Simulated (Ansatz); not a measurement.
## NaCl (Fm-3m): the cell at rest

Aim: bring NaCl (Fm-3m) to small forces and stress, as phonons need.

Main program and level: Ansatz 0.2.0; DFT PBEsol, scalar-relativistic, plane waves, PAW; PAW set soft_1.

The database entry behind the starting cell differs from later determinations by our own check (an axis about 0.4 % short against later determinations), so it need not match the best structure at ambient conditions.

### 1. Set-up

The structure is cubic, space group Fm-3m (No. 225). Conventional cell: a = 5.620 Å, b = 5.620 Å, c = 5.620 Å, α = 90.00°, β = 90.00°, γ = 90.00°. Nearest to Na lie 6 Cl at 2.81 Å. Nearest to Cl lie 6 Na at 2.81 Å. Farther neighbours and most contacts between anions are not listed.

### 2. Probe on a coarse mesh

A quick single point on a coarse mesh tells whether the cell has a gap and how far it is from rest, which sets the k mesh and smearing that follow.

File input.yaml:

```yaml
crystal:
  lattice:
    - [0.0, 2.81, 2.81]
    - [2.81, 0.0, 2.81]
    - [2.81, 2.81, 0.0]
  atoms:
    - { symbol: Na, position: [0.0, 0.0, 0.0] }
    - { symbol: Cl, position: [0.5, 0.5, 0.5] }
kpoints:
  mp_grid: { grid: [6, 6, 6] }
hamiltonian:
  xc: pbesol
  pseudopotentials: { kind: paw, azcp: { folder: soft_1 }, xc_functional: pbe }
scf:
  occupations: { method: gaussian, width: 0.1 }
output:
  forces: true
  stress: true
  eigenvalues: true
```

Command:

```console
$ ansatz run input.yaml --threads 4 --pin off --max-ram 10240MiB --backend cpu --events-out ev --progress --plain --runs-dir out
```

Numbers of over 12 decimals in the logs are rounded to 6 here.

The log of the run:

```text
Engine: ansatz 0.2.0, aarch64-unknown-linux-gnu
Pseudopotentials: kind: paw
Pseudopotential: Na, paw, valence charge 9, recommended cutoff 420 eV (normal), soft_1/Na.paw.azcp
Pseudopotential: Cl, paw, valence charge 7, recommended cutoff 420 eV (normal), soft_1/Cl.paw.azcp
Functional definition: PBEsol
  exchange = pbesol_x
  correlation = pbesol_c
Crystal: 2 atoms, lattice volume = 44.376 Å³
[...]
--- Band table (eV; the first three rows and the last of 16) ---
  k-point 0: bands = [... 4 lower, -11.5959, 1.0691, 1.0691, 1.0691, 6.0455, 11.9759, 11.9759, 11.9759]
  k-point 1: bands = [... 4 lower, -11.5115, 0.4404, 0.9970, 0.9970, 6.8743, 11.1932, 12.2617, 12.2617]
  k-point 2: bands = [... 4 lower, -11.3350, -0.5237, 0.8598, 0.8598, 7.9652, 11.0297, 12.0894, 12.0894]
  k-point 15: bands = [... 4 lower, -11.1797, -0.4278, 0.1193, 0.3261, 9.3751, 9.7572, 11.4225, 13.0130]
[key lines of the parts left out:]
SCF converged after 7 iterations
Free energy (F): -2540.287407 eV
Fermi energy:    3.558380 eV
P = ⅓ Tr σ = -0.2433 GPa (-2.433 kbar)
```

Elapsed: 0.3 s, on 4 threads of Arm Neoverse V2, shared host; peak memory 0.28 GiB.

Numbers from this step:

- pressure: -0.2433 GPa
- gap on the k-mesh: 4.976 eV
- volume per atom: 22.19 Å³
- direct gap on mesh: 4.976 eV

The coarse mesh shows a gap of 4.98 eV and a pressure of -0.2 GPa.

### 3. Bringing the structure to rest

Harmonic phonons are second derivatives at a point where the forces vanish, and they are wanted at zero stress, so atoms and cell are relaxed first.

Changes to input.yaml since step 2:

```diff
@@ -14,3 +14,3 @@
 scf:
-  occupations: { method: gaussian, width: 0.1 }
+  occupations: { method: gaussian, width: 0.02 }
 output:
@@ -19 +19,6 @@
   eigenvalues: true
+relax:
+  adjacent_minimum: "off"
+  f_tol: 0.005
+  max_steps: 80
+  cell: { stress_tol: 0.05 }
```

The log of the run:

```text
[...]
Crystal: 2 atoms, lattice volume = 44.376 Å³
Basis set: ecut = 420 eV, 893 PW (Γ), exchange–correlation on 54×54×54 points (8 copies of the dense FFT grid, shifted against one another)
Bands: 12, of which v1, the nominal top of the filled ones, is band 8 counted from 1 (7 counted from 0)
Symmetry: 48 space group operations
[...]
k-points: 16 of 216
[...]
SCF iter   1: F=—  HF=-2541.281762 eV  |F-HF|=—  |Δ(HF+E_count)|=         —  Δρ=7.36e-2  dr2=2.02e0  ethr=3.10e-3  ⟨swp⟩=6.2  Hψ=1291  notcnv=0
[...]
SCF iter   7: F=-2540.287407 eV  HF=-2540.287407 eV  |F-HF|=1.76e-9  |Δ(HF+E_count)|=   1.76e-7  Δρ=3.74e-6  dr2=2.72e-9  ethr=6.25e-10  ⟨swp⟩=6.2  Hψ=1037  notcnv=0
SCF 1 converged in 7 iterations: F = -2540.287407 eV  dr2 = 2.72e-9
[...]
relax step   1: F+E_penalty+E_count = -2540.28740662 eV  Δ(F+E_penalty+E_count) = +0.000e0 eV  max|allowed force component| = 7.880e-30 eV/Å  Δτ_max = 0.0000 Å  P = -0.243 GPa  Ω = 44.376 Å³  (7 SCF iters, dr2 threshold 1.00e-7 eV, accepted)
Crystal: 2 atoms, lattice volume = 44.096 Å³
Basis set: ecut = 420 eV, 869 PW (Γ), exchange–correlation on 54×54×54 points (8 copies of the dense FFT grid, shifted against one another)
[...]
iter 1 solved again at ethr=3.19e-7 eV; its pass at ethr=3.10e-3 eV (dr2=5.10e-5 eV) is discarded
[...]
SCF iter   4: F=-2540.287701 eV  HF=-2540.287701 eV  |F-HF|=6.27e-9  |Δ(HF+E_count)|=   1.32e-7  Δρ=5.53e-6  dr2=2.08e-8  ethr=9.25e-10  ⟨swp⟩=6.8  Hψ=924  notcnv=0
SCF 2 converged in 4 iterations: F = -2540.287701 eV  dr2 = 2.08e-8
relax step   2: F+E_penalty+E_count = -2540.28770131 eV  Δ(F+E_penalty+E_count) = -2.947e-4 eV  max|allowed force component| = 1.630e-29 eV/Å  Δτ_max = 0.0000 Å  P = -0.085 GPa  Ω = 44.096 Å³  energy of the carried Pulay correction = +7.456e-6 eV  (4 SCF iters, dr2 threshold 1.48e-7 eV, accepted)
Crystal: 2 atoms, lattice volume = 43.948 Å³
[...]
SCF iter   4: F=-2540.287744 eV  HF=-2540.287744 eV  |F-HF|=1.19e-9  |Δ(HF+E_count)|=   2.79e-8  Δρ=2.90e-6  dr2=5.59e-9  ethr=1.12e-10  ⟨swp⟩=6.0  Hψ=936  notcnv=0
SCF 3 converged in 4 iterations: F = -2540.287744 eV  dr2 = 5.59e-9
relax step   3: F+E_penalty+E_count = -2540.28774361 eV  Δ(F+E_penalty+E_count) = -4.230e-5 eV  max|allowed force component| = 7.396e-31 eV/Å  Δτ_max = 0.0000 Å  P = +0.002 GPa  Ω = 43.948 Å³  energy of the carried Pulay correction = +1.141e-5 eV  (4 SCF iters, dr2 threshold 1.79e-8 eV, accepted)
[...]
SCF iter   1: F=—  HF=-2540.287705 eV  |F-HF|=—  |Δ(HF+E_count)|=         —  Δρ=4.56e-6  dr2=5.79e-9  ethr=3.08e-6  ⟨swp⟩=2.8  Hψ=1779  notcnv=0
eigensolver tolerance schedule: the retry pair's looser diagonalisation over-reported the residual by 85052.29 of it (diagonalisation noise at an unbounded share of the residual, at the tolerance the schedule requests for it); recorded, not acted on — ethr = c·dr2/N_el stays at c = 1.0e-1
[...]
SCF iter   2: F=—  HF=-2540.287732 eV  |F-HF|=—  |Δ(HF+E_count)|=   2.69e-5  Δρ=3.18e-6  dr2=1.40e-9  ethr=3.62e-11  ⟨swp⟩=3.9  Hψ=499  notcnv=0
[...]
SCF iter   4: F=-2540.287732 eV  HF=-2540.287732 eV  |F-HF|=4.59e-11  |Δ(HF+E_count)|=  5.24e-10  Δρ=3.25e-7  dr2=1.87e-11  ethr=1.00e-12  ⟨swp⟩=5.0  Hψ=946  notcnv=0
SCF 4 converged in 4 iterations: F = -2540.287732 eV  dr2 = 1.87e-11
relax step   4: F+E_penalty+E_count = -2540.28773226 eV  Δ(F+E_penalty+E_count) = +1.135e-5 eV  max|allowed force component| = 1.643e-30 eV/Å  Δτ_max = 0.0000 Å  P = +0.002 GPa  Ω = 43.948 Å³  stress off target by 1.85e-3 GPa  SCF on the basis re-selected at this cell (its energy is not comparable with the rows above)  (4 SCF iters)
basis re-selected at this cell: Δ(F+E_penalty+E_count) = +1.135e-5 eV, ΔP = +0.000 GPa vs the last step (what re-selecting the basis moved, of the pressure what is left beyond the Pulay correction that the steps carried, after the strain that the cell walked since its last selection, with what the two solves' SCF thresholds leave and, on support functions, any second-order correction that the steps lacked; it is no m [...]
SCF converged after 4 iterations
Free energy (F): -2540.287732 eV
[...]
Internal energy: -2540.287732 eV  (E = F + TS)
E sigma→0 (E₀):  -2540.287732 eV
Fermi energy:    3.649740 eV
[...]
--- Stress (GPa, compression-positive) ---
        0.001854      -0.000000      -0.000000
       -0.000000       0.001854      -0.000000
       -0.000000      -0.000000       0.001854
  P = ⅓ Tr σ = 0.0019 GPa (0.019 kbar)
--- Band table (eV; the first three rows and the last of 16) ---
  k-point 0: bands = [... 4 lower, -11.5443, 1.1434, 1.1434, 1.1434, 6.1560, 12.0580, 12.0580, 12.0580]
  k-point 1: bands = [... 4 lower, -11.4575, 0.5053, 1.0698, 1.0698, 6.9905, 11.2791, 12.3483, 12.3483]
  k-point 2: bands = [... 4 lower, -11.2758, -0.4734, 0.9297, 0.9297, 8.0693, 11.1491, 12.1836, 12.1836]
  k-point 15: bands = [... 4 lower, -11.1166, -0.3771, 0.1781, 0.3881, 9.4830, 9.8380, 11.5408, 13.1386]
--- Relaxed structure (3 steps of the walk, 3 accepted, 1 SCFs on fresh bases) ---
  F+E_penalty+E_count = -2540.28773226 eV   max|allowed force component| = 1.643e-30 eV/Å   (the final SCF, on the basis selected at the relaxed cell)
  cell:  # Å, volume = 43.9481 Å³
    - [0, 2.800937, 2.800937]
    - [2.800937, 0, 2.800937]
    - [2.800937, 2.800937, 0]
  atoms:
    - { symbol: Na, position: [0, 0, 0] }
    - { symbol: Cl, position: [0.5, 0.5, 0.5] }
```

Run time: 0.92 s. Hardware: 4 threads; peak memory 0.3 GiB; 2.7 s of CPU time.

The steps of the relaxation:

| step | energy less that of the first step (eV) | largest force component (eV/Å) | pressure (GPa) | volume (Å³) |
| --- | --- | --- | --- | --- |
| 1 | 0.0000 | 0.0000 | -0.24 | 44.38 |
| 2 | -0.0003 | 0.0000 | -0.08 | 44.10 |
| 3 | -0.0003 | 0.0000 | 0.00 | 43.95 |
| 4* | -0.0003 | 0.0000 | 0.00 | 43.95 |

Relaxation steps marked * repeat the geometry before them on a plane-wave basis chosen anew for their cell, so energy and pressure can jump there.

Forces are held to the 48 operations that the run works with; a distortion that breaks them can't arise in this run.

| conventional cell, symmetrised | before | after | change |
| --- | --- | --- | --- |
| a (Å) | 5.620 | 5.602 | -0.3 % |
| b (Å) | 5.620 | 5.602 | -0.3 % |
| c (Å) | 5.620 | 5.602 | -0.3 % |
| volume (Å³/atom) | 22.19 | 21.97 | -1.0 % |

Final coordinates:

```xyz
2
Lattice="0.0000 2.8009 2.8009 2.8009 0.0000 2.8009 2.8009 2.8009 0.0000" Properties=species:S:1:pos:R:3 pbc="T T T"
Na    0.0000    0.0000    0.0000
Cl    2.8009    2.8009    2.8009
```

Numbers from this step:

```
pressure           : 0.001854 GPa
gap on the k-mesh  : 5.013 eV
volume per atom    : 21.97 Å³
direct gap on mesh : 5.013 eV
```

In this step the volume went from 22.19 to 21.97 Å³/atom.

### 4. Relaxing to small forces for the phonons

Phonons need a cell at rest on their own settings, so the relaxation is repeated with tight tolerances on forces and stress on the k mesh and occupations of the first response run.

input.yaml, the sections that differ from step 3:

```yaml
crystal:
  lattice:
    - [0.0, 2.8009365265, 2.8009365265]
    - [2.8009365265, 0.0, 2.8009365265]
    - [2.8009365265, 2.8009365265, 0.0]
  atoms:
    - { symbol: Na, position: [0.0, 0.0, 0.0] }
    - { symbol: Cl, position: [0.5, 0.5, 0.5] }
kpoints:
  mp_grid: { grid: [8, 8, 8] }
scf:
  occupations: { method: fixed }
relax:
  adjacent_minimum: "off"
  f_tol: 0.001
  max_steps: 60
  cell: { stress_tol: 0.01 }
# hamiltonian, output: as in step 3
```

The log of the run:

```text
[...]
Crystal: 2 atoms, lattice volume = 43.948 Å³
Basis set: ecut = 420 eV, 869 PW (Γ), exchange–correlation on 54×54×54 points (8 copies of the dense FFT grid, shifted against one another)
Bands: 12, of which v1, the nominal top of the filled ones, is band 8 counted from 1 (7 counted from 0)
[... 1 set-up line as in the run before ...]
[...]
k-points: 29 of 512
[...]
k-point 28: bands = [... 4 lower, -11.1120, -0.1154, -0.1154, 0.3475, 9.9397, 10.6872, 10.6872, 12.4174]
--- Relaxed structure (1 steps of the walk, 1 accepted, 1 SCFs on fresh bases) ---
[...]
cell:  # Å, volume = 43.9481 Å³
    - [0.0, 2.8009365265, 2.8009365265]
    - [2.8009365265, 0.0, 2.8009365265]
    - [2.8009365265, 2.8009365265, 0.0]
  atoms:
    - { symbol: Na, position: [0.0, 0.0, 0.0] }
    - { symbol: Cl, position: [0.5, 0.5, 0.5] }
[key lines of the parts left out:]
SCF converged after 7 iterations
Free energy (F): -2540.287763 eV
Fermi energy:    1.143322 eV
P = ⅓ Tr σ = 0.0013 GPa (0.013 kbar)
```

Run time: 0.75 s. Hardware: 4 threads; peak memory 0.3 GiB.

Little changed from the start: no atom moved by 0.005 Å and no cell edge by 0.1 %.

Numbers from this step:

| Property | Result |
| --- | --- |
| pressure | 0.001321 GPa |

The forces vanish by symmetry and the pressure is 0.001 GPa, within the tolerances set. The cell now holds 21.97 Å³/atom.

### 5. Results

* space group after relaxation (within 0.01 Å): Fm-3m
* lattice constant a: 5.602 Å
* lattice constant b: 5.602 Å
* lattice constant c: 5.602 Å
* volume per atom: 22.0 Å³
* gap on the k-mesh: 5.01 eV

**Reading.** The forces vanish by symmetry and the pressure is 0.001 GPa, within the tolerances set. The cell now holds 21.97 Å³/atom. The relaxation keeps the symmetry of its start, so it says nothing on stability against lower symmetry. The PAW files were made for PBE and serve the other functionals too.

[Logs are printed without paths, hosts, clocks, repeated set-up lines and the standing remarks that a program may print on its own settings, such as how far it seeks lower states.]

[Hosts, paths, dates, database ids (printed as entryN), source tags and the programs' standing remarks are cut or masked in the printed files.]
